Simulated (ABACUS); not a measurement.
# W (Im-3m) in ABACUS: further runs, part 2 of 2

ABACUS 3.10.1.

## 4. Single point, BLYP

run_abacus.py

```python
"""ABACUS run from a structure file: ASE reads it, the script writes STRU, KPT and INPUT."""
import re
import subprocess
import spglib
from ase import Atoms
from ase.io import read
from ase.units import Bohr

atoms = read("W.cif")
cell, frac, numbers = spglib.standardize_cell((atoms.cell[:], atoms.get_scaled_positions(), atoms.numbers), to_primitive=True, symprec=1e-4)
atoms = Atoms(numbers=numbers, cell=cell, scaled_positions=frac, pbc=True)  # the primitive cell
atoms = atoms[(-atoms.numbers).argsort(kind="stable")]  # ABACUS lists atoms element by element
pseudo = {'W': '74_W_14_2.3_2.5_pbe_n_v1.0.upf'}
orbital = {}
magmoms = None
kmesh = [10, 10, 10]
params = {
    'suffix': 'W',
    'calculation': 'scf',
    'basis_type': 'pw',
    'pseudo_dir': './',
    'symmetry': 1,
    'dft_functional': 'GGA_X_B88+GGA_C_LYP',
    'ecutwfc': 74,
    'pseudo_rcut': 10,
    'nspin': 1,
    'nbands': 17,
    'ks_solver': 'dav',
    'smearing_method': 'fd',
    'smearing_sigma': 0.00367493,
    'scf_thr': 1e-08,
    'scf_nmax': 100,
    'mixing_type': 'broyden',
    'mixing_beta': 0.7,
    'cal_force': 1,
    'cal_stress': 1,
    'out_chg': 1,
    'kpar': 4,
}

symbols = atoms.get_chemical_symbols()
elements = list(dict.fromkeys(symbols))
lines = ["ATOMIC_SPECIES"] + [f"{e} {atoms.get_masses()[symbols.index(e)]:.4f} {pseudo[e]}" for e in elements]
if orbital:
    lines += ["", "NUMERICAL_ORBITAL"] + [orbital[e] for e in elements]
lines += ["", "LATTICE_CONSTANT", f"{1 / Bohr:.10f}", "", "LATTICE_VECTORS"]
lines += [" ".join(f"{x:.10f}" for x in v) for v in atoms.cell]
lines += ["", "ATOMIC_POSITIONS", "Direct"]
for e in elements:
    lines += ["", e, "0.0", str(symbols.count(e))]
    for i, p in enumerate(atoms.get_scaled_positions(wrap=False)):
        if symbols[i] == e:
            mag = "" if magmoms is None else " mag " + " ".join(str(x) for x in (magmoms[i] if isinstance(magmoms[i], list) else [magmoms[i]]))
            lines.append(" ".join(f"{x:.10f}" for x in p) + " 1 1 1" + mag)
open("STRU", "w").write("\n".join(lines) + "\n")
open("KPT", "w").write("K_POINTS\n0\nGamma\n%d %d %d 0 0 0\n" % tuple(kmesh))
open("INPUT", "w").write("INPUT_PARAMETERS\n" + "".join(f"{k:<20s}{v}\n" for k, v in params.items()))

done = subprocess.run(['mpirun', '-np', '4', 'abacus'])
if done.returncode:
    raise SystemExit(done.returncode)
log = open("OUT.W/running_scf.log").read()
print("final energy (eV):", re.findall(r"FINAL_ETOT_IS (\S+)", log))
```

W.cif

```cif
data_W
_cell_length_a 3.16469000
_cell_length_b 3.16469000
_cell_length_c 3.16469000
_cell_angle_alpha 90.00000000
_cell_angle_beta 90.00000000
_cell_angle_gamma 90.00000000
_space_group_name_H-M_alt 'Im-3m'
_space_group_name_Hall '-I 4 2 3'
_space_group_IT_number 229
loop_
_space_group_symop_operation_xyz
'x,y,z'
'-x,-y,-z'
'-y,x,z'
'y,-x,-z'
'-x,-y,z'
'x,y,-z'
'y,-x,z'
'-y,x,-z'
'x,-y,-z'
'-x,y,z'
'-y,-x,-z'
'y,x,z'
'-x,y,-z'
'x,-y,z'
'y,x,-z'
'-y,-x,z'
'z,x,y'
'-z,-x,-y'
'z,-y,x'
'-z,y,-x'
'z,-x,-y'
'-z,x,y'
'z,y,-x'
'-z,-y,x'
'-z,x,-y'
'z,-x,y'
'-z,-y,-x'
'z,y,x'
'-z,-x,y'
'z,x,-y'
'-z,y,x'
'z,-y,-x'
'y,z,x'
'-y,-z,-x'
'x,z,-y'
'-x,-z,y'
'-y,z,-x'
'y,-z,x'
'-x,z,y'
'x,-z,-y'
'-y,-z,x'
'y,z,-x'
'-x,-z,-y'
'x,z,y'
'y,-z,-x'
'-y,z,x'
'x,-z,y'
'-x,z,-y'
'x+1/2,y+1/2,z+1/2'
'-x+1/2,-y+1/2,-z+1/2'
'-y+1/2,x+1/2,z+1/2'
'y+1/2,-x+1/2,-z+1/2'
'-x+1/2,-y+1/2,z+1/2'
'x+1/2,y+1/2,-z+1/2'
'y+1/2,-x+1/2,z+1/2'
'-y+1/2,x+1/2,-z+1/2'
'x+1/2,-y+1/2,-z+1/2'
'-x+1/2,y+1/2,z+1/2'
'-y+1/2,-x+1/2,-z+1/2'
'y+1/2,x+1/2,z+1/2'
'-x+1/2,y+1/2,-z+1/2'
'x+1/2,-y+1/2,z+1/2'
'y+1/2,x+1/2,-z+1/2'
'-y+1/2,-x+1/2,z+1/2'
'z+1/2,x+1/2,y+1/2'
'-z+1/2,-x+1/2,-y+1/2'
'z+1/2,-y+1/2,x+1/2'
'-z+1/2,y+1/2,-x+1/2'
'z+1/2,-x+1/2,-y+1/2'
'-z+1/2,x+1/2,y+1/2'
'z+1/2,y+1/2,-x+1/2'
'-z+1/2,-y+1/2,x+1/2'
'-z+1/2,x+1/2,-y+1/2'
'z+1/2,-x+1/2,y+1/2'
'-z+1/2,-y+1/2,-x+1/2'
'z+1/2,y+1/2,x+1/2'
'-z+1/2,-x+1/2,y+1/2'
'z+1/2,x+1/2,-y+1/2'
'-z+1/2,y+1/2,x+1/2'
'z+1/2,-y+1/2,-x+1/2'
'y+1/2,z+1/2,x+1/2'
'-y+1/2,-z+1/2,-x+1/2'
'x+1/2,z+1/2,-y+1/2'
'-x+1/2,-z+1/2,y+1/2'
'-y+1/2,z+1/2,-x+1/2'
'y+1/2,-z+1/2,x+1/2'
'-x+1/2,z+1/2,y+1/2'
'x+1/2,-z+1/2,-y+1/2'
'-y+1/2,-z+1/2,x+1/2'
'y+1/2,z+1/2,-x+1/2'
'-x+1/2,-z+1/2,-y+1/2'
'x+1/2,z+1/2,y+1/2'
'y+1/2,-z+1/2,-x+1/2'
'-y+1/2,z+1/2,x+1/2'
'x+1/2,-z+1/2,y+1/2'
'-x+1/2,z+1/2,-y+1/2'
loop_
_atom_site_label
_atom_site_type_symbol
_atom_site_symmetry_multiplicity
_atom_site_Wyckoff_symbol
_atom_site_fract_x
_atom_site_fract_y
_atom_site_fract_z
_atom_site_occupancy
W1 W 2 a 0.0000000000 0.0000000000 0.0000000000 1
```

Potentials or basis: SPMS ONCV 1.0 PBE, plane waves.

Started as:

```console
OMP_NUM_THREADS=1 python run_abacus.py > log
```

Run time: 4.2 s. Hardware: 4 MPI ranks of Intel Xeon Platinum 8488C (Sapphire Rapids), shared host; peak memory 0.36 GiB.

Results (log left out):

```
Free energy            : -2060.0425 eV
Pressure               : 16.5 GPa
Band gap on the k mesh : none (metal or under the smearing width)
```

Levels at points of the mesh, in eV from the Fermi level:
```
           k point  band 3  band 4  band 5  band 6  band 7  band 8  band 9  band 10  band 11  band 12
(0.00, 0.00, 0.00)  -37.87  -37.87   -9.58   -1.42   -1.42   -1.42    2.11     2.11    14.60    14.60
(0.50, 0.50, 0.00)  -38.29  -37.88   -6.32   -3.71    0.84    1.97    2.94     5.92    10.88    11.61
(0.50, 0.50, 0.50)  -38.78  -38.78   -5.86   -5.86    4.94    4.94    4.94     8.31     8.31     8.31
```

Caveat: so large a pressure means that the cell lies far from this level's equilibrium, or that cutoff or potentials fall short; the potentials were made for another functional, which shifts forces and pressure.

## 5. Overview

| task | level | potentials or basis | cell | optimiser | force threshold | max steps | cell moves | gap on the mesh (eV) | pressure (GPa) |
| --- | --- | --- | --- | --- | --- | --- | --- | --- | --- |
| single point | WC | PseudoDojo NC SR 0.5 PBE stringent, plane waves | as given | - | - | - | - | none | -0.4 |
| relaxation of cell and atoms | WC | PseudoDojo NC SR 0.5 PBE stringent, plane waves | relaxed | ASE LBFGS | 0.03 eV/Å | 60 | yes | none | 0.1 |
| single point | BLYP | SPMS ONCV 1.0 PBE, plane waves | as given | - | - | - | - | none | 16.5 |

Alike in all rows: no spin polarisation; k mesh 10 × 10 × 10; cutoff (eV) 1007; smearing fermi-dirac 0.05 eV.

Caveats: the potentials were made for another functional, which shifts forces and pressure; so large a pressure means that the cell lies far from this level's equilibrium, or that cutoff or potentials fall short (some runs).

Absolute energies hang on the potentials; compare differences alone.
